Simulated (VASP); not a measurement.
# SiC in VASP 6.6.1, relaxation

INCAR

```
EDIFF = 1E-5
ISMEAR = -1
PREC = Accurate
ENCUT = 600
EDIFFG = -0.05
ISIF = 5
LREAL = .FALSE.
GGA = CA
NBANDS = 11
LWAVE = .FALSE.
NELM = 97
SIGMA = 0.02
LCHARG = .FALSE.
NSW = 40
IBRION = 2
LASPH = .TRUE.
```

KPOINTS

```
KPOINTS created by Atomic Simulation Environment
0
Gamma
10 10 10
0 0 0
```

POSCAR

```
Si C
 1.0000000000000000
    -0.0000000000000000    2.0292109559734093    2.0292109559734093
     2.0292109559734093   -0.0000000000000000    2.0292109559734093
     2.0292109559734093    2.0292109559734093   -0.0000000000000000
 Si  C
   1   1
Cartesian
  0.0000000000000000  0.0000000000000000 -0.0000000000000000
  2.0292109559734093  2.0292109559734093  2.0292109559734093
```

The recommended LDA PAW datasets give the neutral cell 8 valence electrons.

Command

```
mpirun -np 1 vasp_std
```

**Question.** Predict the outcome of this run.

**Answer.** It converged. Results: relaxed cell vector lengths 2.870, 2.870, 2.870 Å; relaxed cell volume 16.71 Å³.

OSZICAR

```
N       E                     dE             d eps       ncg     rms          rms(c)
DAV:   1     0.264591172223E+01    0.26459E+01   -0.45067E+03  1098   0.717E+02
DAV:   2    -0.162266886315E+02   -0.18873E+02   -0.17404E+02  1286   0.113E+02
DAV:   3    -0.168033648826E+02   -0.57668E+00   -0.57498E+00  1260   0.151E+01
DAV:   4    -0.168051099497E+02   -0.17451E-02   -0.17448E-02  1169   0.975E-01
DAV:   5    -0.168051143819E+02   -0.44322E-05   -0.44326E-05  1243   0.454E-02    0.838E+00
DAV:   6    -0.153156277833E+02    0.14895E+01   -0.54147E+00  1112   0.104E+01    0.351E+00
DAV:   7    -0.152937177763E+02    0.21910E-01   -0.31530E-01  1193   0.328E+00    0.146E+00
DAV:   8    -0.152885160189E+02    0.52018E-02   -0.18198E-02  1079   0.749E-01    0.356E-01
DAV:   9    -0.152870777724E+02    0.14382E-02   -0.79275E-03  1088   0.397E-01    0.134E-01
DAV:  10    -0.152869396541E+02    0.13812E-03   -0.86158E-04  1085   0.149E-01    0.663E-02
DAV:  11    -0.152869378039E+02    0.18502E-05   -0.20058E-05   978   0.373E-02
   1 F= -.15286938E+02 E0= -.15286250E+02  d E =-.152869E+02
```

For comparison, a separate LDA relaxation on usual settings, not on those above, ends at 16.09 Å³.
